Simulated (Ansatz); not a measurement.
**ZnSe in Ansatz: the effect of exact exchange**

The system is ZnSe.

```
Se Zn
1.0
     4.10770    0.00000    0.00000
     0.00000    4.10770    0.00000
     0.00000    0.00000    6.07035
Se Zn
2 2
Direct
  0.50000 0.00000 0.75372
  0.00000 0.50000 0.24628
  0.50000 0.50000 0.00000
  0.00000 0.00000 0.00000
```

Measurements of this composition are mostly on another form, of space group No. 216.

Alike in all runs:

| Property | Result |
| --- | --- |
| Program | Ansatz 0.2.0 |
| Task | single point |
| Functional | HSE06 form with a typed share of exact exchange |
| Potentials or basis | Ansatz PAW |
| Cutoff | 420 eV (not typed: the program's choice for these potentials) |
| k mesh | 4 × 4 × 3 |
| Occupations | fermi-dirac, width 0.05 eV |
| Spin | no spin polarisation |

| exact exchange | gap on the mesh (eV) | pressure (GPa) | largest force (eV/Å) |
| --- | --- | --- | --- |
| 0.05 | 2.15 | -0.3 | 0.16 |
| 0.1 | 2.35 | -0.5 | 0.22 |
| 0.15 | 2.55 | -0.7 | 0.28 |
| 0.2 | 2.75 | -0.8 | 0.34 |
| 0.25 | ? | ? | ? |
| 0.3 | 3.16 | -1.2 | 0.45 |
| 0.4 | 3.58 | -1.5 | 0.55 |
| 0.5 | 4.01 | -1.8 | 0.65 |

Question: What does the run with exact exchange 0.25 give?

Answer: gap on the mesh 2.95 eV; pressure -1.0 GPa; largest force 0.39 eV/Å.

Worked out: A straight line through the other rows of the gap on the mesh, of slope 4.13 eV per unit of exact exchange, gives 2.97 eV, against the run's 2.95. A straight line through the other rows of the pressure, of slope -3.32 GPa per unit of exact exchange, gives -1.0 GPa, against the run's -1.0. A straight line through the other rows of the largest force, of slope 1.09 eV/Å per unit of exact exchange, gives 0.39 eV/Å, against the run's 0.39.

Caveats: odd divisions of the mesh miss points on the zone boundary, where band edges often lie, so the gap on the mesh can be too wide; the PAW data sets come from PBE, with cores solved anew for the run's functional, which leaves a small shift of forces and pressure; the thresholds are loose for stress.

A k mesh can miss the band edges.
